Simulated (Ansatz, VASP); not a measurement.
# Cross-check of Si62Sb (Sb-vacancy pair (E centre) in Si) between VASP and Ansatz

Wanted: the spread between two codes on one cell, functional and k mesh. The cell is taken from a series of runs on this material, whose earlier steps may have relaxed, scaled, displaced or heated it; both programs get it as it stands.

Program: Ansatz 0.2.0. Level of theory: plane waves, with VASP 6.6.1 beside it; single point at PBE. Results are calculated unless marked as measured.

## 1. The starting structure

The cell holds 63 atoms: 62 Si and 1 Sb. Cell: a = 10.940 Å, b = 10.940 Å, c = 10.940 Å, α = 90.0°, β = 90.0°, γ = 90.0°. It derives from Si (Si (Fd-3m)). Nearest the centre at fractional (0.312, 0.312, 0.312): Sb63 at 0.61 Å, Si25 at 2.85 Å, Si47 at 2.87 Å, Si40 at 2.94 Å, Si4 at 3.01 Å, Si6 at 3.02 Å, Si5 at 3.03 Å, Si13 at 3.97 Å.

## 2. Ansatz: single point, PBE

Ansatz runs on its default PAW (the set named soft_2) files.

With cell and atoms fixed, the geometry can't cause a difference; cores, projectors, grids and the points listed under the comparison can.

The input, input.yaml:

```yaml
crystal:
  lattice:
    - [10.93956648, 0.0, 0.0]
    - [0.0, 10.93956648, 0.0]
    - [0.0, 0.0, 10.93956648]
  atoms:
    - { symbol: Si, position: [0.000129329, -0.001536591, 0.247802722] }
    - { symbol: Si, position: [-0.000281073, 0.247521496, -0.00176904] }
    - { symbol: Si, position: [0.249183769, -0.001390666, -0.001136608] }
    - { symbol: Sb, position: [0.27995196, 0.28246958, 0.279350261] }
    - { symbol: Si, position: [0.122991035, 0.122784817, 0.374418176] }
    - { symbol: Si, position: [0.122229859, 0.375634979, 0.121230613] }
    - { symbol: Si, position: [0.375440775, 0.122948527, 0.122101039] }
    - { symbol: Si, position: [-0.000700344, -0.00186366, 0.747825404] }
    - { symbol: Si, position: [-0.001358424, 0.247611939, 0.498726391] }
    - { symbol: Si, position: [0.248666659, -0.001989801, 0.497474722] }
    - { symbol: Si, position: [0.248218524, 0.248724012, 0.748441823] }
    - { symbol: Si, position: [0.12441032, 0.122798501, 0.873363111] }
    - { symbol: Si, position: [0.124588688, 0.3735696, 0.622294806] }
    - { symbol: Si, position: [0.372273542, 0.127926813, 0.618978607] }
    - { symbol: Si, position: [0.374442436, 0.373189526, 0.873240835] }
    - { symbol: Si, position: [-0.001364603, 0.49889716, 0.247825622] }
    - { symbol: Si, position: [-0.000495956, 0.748289345, -0.001683732] }
    - { symbol: Si, position: [0.249046316, 0.498682053, -0.002308947] }
    - { symbol: Si, position: [0.249468169, 0.746785956, 0.248547549] }
    - { symbol: Si, position: [0.127170482, 0.619542585, 0.373499334] }
    - { symbol: Si, position: [0.124913737, 0.872821612, 0.123535023] }
    - { symbol: Si, position: [0.374374335, 0.618538273, 0.127214252] }
    - { symbol: Si, position: [0.374293824, 0.872946366, 0.373061283] }
    - { symbol: Si, position: [-0.000821521, 0.498850748, 0.748192962] }
    - { symbol: Si, position: [0.000259118, 0.747451677, 0.498148477] }
    - { symbol: Si, position: [0.254908664, 0.490089963, 0.494791441] }
    - { symbol: Si, position: [0.250238208, 0.747497612, 0.747100594] }
    - { symbol: Si, position: [0.124703792, 0.624077612, 0.872469661] }
    - { symbol: Si, position: [0.124886101, 0.872860082, 0.623279949] }
    - { symbol: Si, position: [0.372160764, 0.620523562, 0.62079203] }
    - { symbol: Si, position: [0.372981403, 0.873772467, 0.873260058] }
    - { symbol: Si, position: [0.498669229, -0.002046925, 0.247329721] }
    - { symbol: Si, position: [0.49971295, 0.247600713, -0.002429046] }
    - { symbol: Si, position: [0.74890104, -0.001990335, -0.0019846] }
    - { symbol: Si, position: [0.75030869, 0.248294528, 0.246793546] }
    - { symbol: Si, position: [0.621282035, 0.127001996, 0.370817113] }
    - { symbol: Si, position: [0.623520219, 0.373035382, 0.12378457] }
    - { symbol: Si, position: [0.874930474, 0.1225818, 0.122788583] }
    - { symbol: Si, position: [0.874441369, 0.373200018, 0.373250606] }
    - { symbol: Si, position: [0.499189068, -0.00035652, 0.746281028] }
    - { symbol: Si, position: [0.499716609, 0.255979697, 0.496782511] }
    - { symbol: Si, position: [0.747763378, -0.000738357, 0.498094448] }
    - { symbol: Si, position: [0.749541215, 0.248597153, 0.748440158] }
    - { symbol: Si, position: [0.624318923, 0.123531089, 0.872157045] }
    - { symbol: Si, position: [0.624967585, 0.374889914, 0.623685156] }
    - { symbol: Si, position: [0.873265266, 0.123463114, 0.623287871] }
    - { symbol: Si, position: [0.875024725, 0.372827225, 0.873993545] }
    - { symbol: Si, position: [0.497217673, 0.48956022, 0.255103121] }
    - { symbol: Si, position: [0.499151913, 0.746840566, -0.000505701] }
    - { symbol: Si, position: [0.749096958, 0.498740891, -0.001915935] }
    - { symbol: Si, position: [0.748376909, 0.747703335, 0.248950104] }
    - { symbol: Si, position: [0.622561211, 0.620910573, 0.371656044] }
    - { symbol: Si, position: [0.624242201, 0.872718261, 0.12360776] }
    - { symbol: Si, position: [0.873427545, 0.624028646, 0.123411771] }
    - { symbol: Si, position: [0.874444685, 0.873927594, 0.371878192] }
    - { symbol: Si, position: [0.498288809, 0.498689922, 0.747773627] }
    - { symbol: Si, position: [0.49810019, 0.746076123, 0.497129806] }
    - { symbol: Si, position: [0.749398737, 0.498806639, 0.497517312] }
    - { symbol: Si, position: [0.748583072, 0.74873211, 0.747681253] }
    - { symbol: Si, position: [0.623622968, 0.62320879, 0.873010637] }
    - { symbol: Si, position: [0.62247407, 0.872966517, 0.621421216] }
    - { symbol: Si, position: [0.874246301, 0.623564372, 0.622873134] }
    - { symbol: Si, position: [0.874092492, 0.873249164, 0.872953456] }
  host:
    repeats: [2, 2, 2]
    atoms:
      - { symbol: Si, position: [0.0, 0.0, 0.5] }
      - { symbol: Si, position: [0.0, 0.5, 0.0] }
      # ... 6 more atoms of the perfect host
basis:
  ecutwfc: 420
  xc_grid: 2
hamiltonian:
  xc: pbe
kpoints:
  mp_grid: { grid: [2, 2, 2], shift: [0.5, 0.5, 0.5] }
magnetization:
  spin_polarized: true
  initial_magnetization: 1
  spin_locking: { lock_magnetization: hard }
scf:
  occupations: { method: fermi_dirac, width: 0.01 }
  max_iter: 120
output:
  forces: true
  charged_corrections:
    epsilon: 12.98
    static_epsilon: 12.98
    defect_position: [0.3125, 0.3125, 0.3125]
  eigenvalues: true
checkpoint:
  read: "../relax0.run"
  write: "../point0.run"
  compress: false
  write_wavefunctions: true
  write_every: 100000
```

Started as:

```
$ ansatz run input.yaml --threads 2 --pin off --max-ram 4710MiB --backend cpu --events-out ev --progress --plain --runs-dir out
```

Numbers of over 12 decimals in the logs are rounded to 6 here.

What it wrote:

```text
Engine: ansatz 0.2.0, aarch64-unknown-linux-gnu
Pseudopotentials: kind: paw
Pseudopotential: Si, paw, valence charge 4, recommended cutoff 420 eV (normal), Si.paw.azcp
Pseudopotential: Sb, paw, valence charge 15, recommended cutoff 420 eV (normal), Sb.paw.azcp
Functional definition: PBE
  parameter kappa = 0.804
  parameter beta = 0.066725
  exchange = pbe_x(kappa = kappa, mu = beta*pi^2/3)
  correlation = pbe_c(beta = beta)
Crystal: 63 atoms, lattice volume = 1309.183 Å³
Basis set: ecut = 420 eV, 25677 PW (Γ), exchange–correlation on 150×150×150 points (8 copies of the dense FFT grid, shifted against one another)
Bands: 195, of which v1, the nominal top of the filled ones, is band 132 counted from 1 (131 counted from 0)
Symmetry: 1 space group operations
Space group: P1 (ITA 1), of the structure as read, at distance tolerance 1.1e-4 Å
Magnetic group: BNS 1.1 (UNI 1), of the structure as read, at distance tolerance 1.1e-4 Å
k-points: 4 of 8 (time reversal used)
Non-local potential: Si, projectors of the file, l = 0: 2, l = 1: 2, l = 2: 2
Non-local potential: Sb, projectors of the file, l = 0: 2, l = 1: 2, l = 2: 2, l = 3: 2
PAW form: soft (Blöchl's): semilocal exchange-correlation on the pseudo side does not see the compensation charge
PAW one-centre angular grid: Si, 110 points (default); XC on 64 Gauss nodes
PAW one-centre angular grid: Sb, 590 points (default); XC on 64 Gauss nodes
Initial density: read from a saved state, or passed on in memory by an earlier SCF of this step, an earlier step, the calling program or the single point that the run made first
Stability of the state it starts from, as read at its close in the collinear treatment: not read negative (Ritz values of 1 − χ₀K, real part plus size of imaginary part, from 0.63 to 1.0, by its mixing steps under no symmetry); read among states of the locked total moment alone; its run was given moments
Starting moments: Σ|m| = 1 μB on 63 of 63 sites; this step starts from the density that it was given
Initial wavefunctions: pseudopotential atomic-orbital guess — the wavefunctions supplied were not used: k-point sampling differs
Functional: x = pbe(κ = 0.804, μ = 0.219515), c = pbe(β = 0.066725)
iter 1 solved again at ethr=7.52e-5 eV; its pass at ethr=3.10e-3 eV (dr2=1.98e-1 eV) is discarded
SCF iter   1: F=—  HF=-45901.523225 eV  |F-HF|=—  |Δ(HF+E_count)|=         —  Δρ=1.62e-3 (↑1.53e-3 ↓1.62e-3)  dr2=1.99e-1  dr2_m=8.74e-3  M=1.000 μB ∫|m|=1.100 μB  β_m=0.30  ethr=7.52e-5  ⟨swp⟩=8.8  Hψ=10237  notcnv=0  defer=6
preconditioner: auto → Resta (q_TF=auto, 2.088 Å⁻¹)  ε∞=5.5  [insulator: Δε(μ)=0.065 eV  Ē_g=7.715 eV  σ=0.010 eV  W_gap=0.93  n_scr=202 (ndim 8)  ℏωp=16.3 eV  f_vac=0.000  D(μ)=2.04/eV (n_scr^D=0)  ε∞_Penn≈5.5]
spin=Collinear: Resta preconditioning applied to the charge; magnetization (m = ρ↑ − ρ↓) channel mixes plain (no charge-response kernel on spin).
SCF iter   2: F=—  HF=-45901.508233 eV  |F-HF|=—  |Δ(HF+E_count)|=   1.50e-2  Δρ=1.17e-3 (↑1.13e-3 ↓1.17e-3)  dr2=7.96e-2  dr2_m=5.24e-3  M=1.000 μB ∫|m|=1.083 μB  β_m=0.60  ethr=7.52e-5  ⟨swp⟩=2.4  Hψ=1729  notcnv=0  defer=6
SCF iter   3: F=—  HF=-45901.508432 eV  |F-HF|=—  |Δ(HF+E_count)|=   2.00e-4  Δρ=3.80e-4 (↑3.80e-4 ↓2.80e-4)  dr2=3.70e-3  dr2_m=7.55e-4  M=1.000 μB ∫|m|=1.062 μB  β_m=0.70  ethr=3.03e-5  ⟨swp⟩=4.0  Hψ=2656  notcnv=0  defer=178
SCF iter   4: F=—  HF=-45901.510984 eV  |F-HF|=—  |Δ(HF+E_count)|=   2.55e-3  Δρ=1.24e-4 (↑1.24e-4 ↓1.17e-4)  dr2=2.89e-4  dr2_m=1.37e-4  M=1.000 μB ∫|m|=1.057 μB  β_m=0.82  ethr=1.41e-6  ⟨swp⟩=2.5  Hψ=2476  notcnv=0  defer=289
SCF iter   5: F=—  HF=-45901.511623 eV  |F-HF|=—  |Δ(HF+E_count)|=   6.39e-4  Δρ=6.46e-5 (↑6.46e-5 ↓4.44e-5)  dr2=9.70e-5  dr2_m=3.12e-5  M=1.000 μB ∫|m|=1.055 μB  β_m=0.91  ethr=1.10e-7  ⟨swp⟩=3.0  Hψ=2298  notcnv=0  defer=289
SCF iter   6: F=—  HF=-45901.511038 eV  |F-HF|=—  |Δ(HF+E_count)|=   5.85e-4  Δρ=2.51e-5 (↑2.51e-5 ↓1.80e-5)  dr2=1.81e-5  dr2_m=4.75e-6  M=1.000 μB ∫|m|=1.054 μB  β_m=0.95  ethr=3.69e-8  ⟨swp⟩=3.0  Hψ=2461  notcnv=0  defer=289
SCF iter   7: F=—  HF=-45901.511059 eV  |F-HF|=—  |Δ(HF+E_count)|=   2.14e-5  Δρ=9.36e-6 (↑9.36e-6 ↓7.06e-6)  dr2=6.55e-6  dr2_m=5.29e-7  M=1.000 μB ∫|m|=1.054 μB  β_m=0.91  ethr=6.90e-9  ⟨swp⟩=3.0  Hψ=2262  notcnv=0  defer=289
SCF iter   8: F=—  HF=-45901.511061 eV  |F-HF|=—  |Δ(HF+E_count)|=   1.67e-6  Δρ=3.86e-6 (↑3.86e-6 ↓2.35e-6)  dr2=6.38e-7  dr2_m=9.18e-8  M=1.000 μB ∫|m|=1.054 μB  β_m=0.95  ethr=2.49e-9  ⟨swp⟩=2.2  Hψ=2056  notcnv=0  defer=289
SCF iter   9: F=—  HF=-45901.511061 eV  |F-HF|=—  |Δ(HF+E_count)|=   3.82e-7  Δρ=1.08e-6 (↑1.08e-6 ↓8.99e-7)  dr2=4.34e-8  dr2_m=8.40e-9  M=1.000 μB ∫|m|=1.054 μB  β_m=0.97  ethr=3.80e-11  ⟨swp⟩=11.1  Hψ=10359  notcnv=0
[...]
atom  35  Si    -0.02893434     0.01616738     0.02413142
  atom  36  Si     0.06490850    -0.04626302     0.18692803
  atom  37  Si    -0.00616370     0.01637110     0.01085037
  atom  38  Si    -0.03296755     0.00603278    -0.00262051
  atom  39  Si    -0.00640146    -0.02880980    -0.03517625
  atom  40  Si    -0.16813121     0.03355176    -0.02317601
  atom  41  Si    -0.20565292    -0.16390693    -0.17110683
  atom  42  Si    -0.02713034     0.03451559    -0.14584150
  atom  43  Si     0.03130296    -0.03859657     0.03180394
  atom  44  Si    -0.00589716    -0.04374797    -0.01910955
  atom  45  Si    -0.02320699     0.07063836    -0.02955394
  atom  46  Si    -0.01669190    -0.04018256    -0.00913580
  atom  47  Si    -0.03421233     0.12204662    -0.03840750
  atom  48  Si    -0.17232506     0.02044313    -0.12093191
  atom  49  Si    -0.12586621     0.01667365     0.02019614
  atom  50  Si    -0.01006525    -0.02239156     0.01756197
  atom  51  Si     0.04243632     0.05864757    -0.10127496
  atom  52  Si    -0.03360481    -0.04891511     0.12561207
  atom  53  Si    -0.01679792    -0.03658117    -0.02702401
  atom  54  Si    -0.01023762    -0.02960835    -0.00952526
  atom  55  Si    -0.02268473    -0.04990840     0.23675897
  atom  56  Si     0.03411076     0.02110186     0.02797069
  atom  57  Si     0.02586717     0.04313034     0.02385584
  atom  58  Si     0.02742467     0.02196504     0.03177902
  atom  59  Si    -0.01688806     0.00842924    -0.01456640
  atom  60  Si     0.00141540     0.00512729    -0.00026777
  atom  61  Si     0.03302922    -0.01137025     0.03236159
  atom  62  Si     0.00146518    -0.00157627    -0.00411722
  atom  63  Si    -0.00096282    -0.01935318    -0.00668102
  max |Σ_I F_I| component: 3.01e-6 eV/Å
--- Band table (eV; the first three rows and the last of 8) ---
  k-point 0 ↑: bands = [... 128 lower, 5.4803, 5.5518, 5.5583, 6.3043, 6.4166, 6.9701, 6.9723, 7.0544, ... 59 higher]
  k-point 1 ↑: bands = [... 128 lower, 5.5351, 5.5616, 5.7813, 6.1645, 6.4426, 6.9104, 6.9395, 7.0217, ... 59 higher]
  k-point 2 ↑: bands = [... 128 lower, 5.5330, 5.5475, 5.8402, 6.1902, 6.3670, 6.9049, 6.9326, 7.0188, ... 59 higher]
  k-point 3 ↓: bands = [... 128 lower, 5.5596, 5.5832, 5.9392, 6.2665, 6.5712, 6.9261, 6.9486, 7.0315, ... 59 higher]
```

The column dr2 measures how far the density is from self-consistency, as an energy; F and HF (Harris–Foulkes) agree once it is small.

[end of part 1 of 2]

[Lines on the potential files, build, host, timing and source positions are cut from VASP's logs without a mark.]

[Logs are printed without paths, hosts, clocks, repeated set-up lines and the standing remarks that a program may print on its own settings, such as how far it seeks lower states.]

[Hosts, paths, dates, database ids (printed as entryN), source tags and the programs' standing remarks are cut or masked in the printed files.]
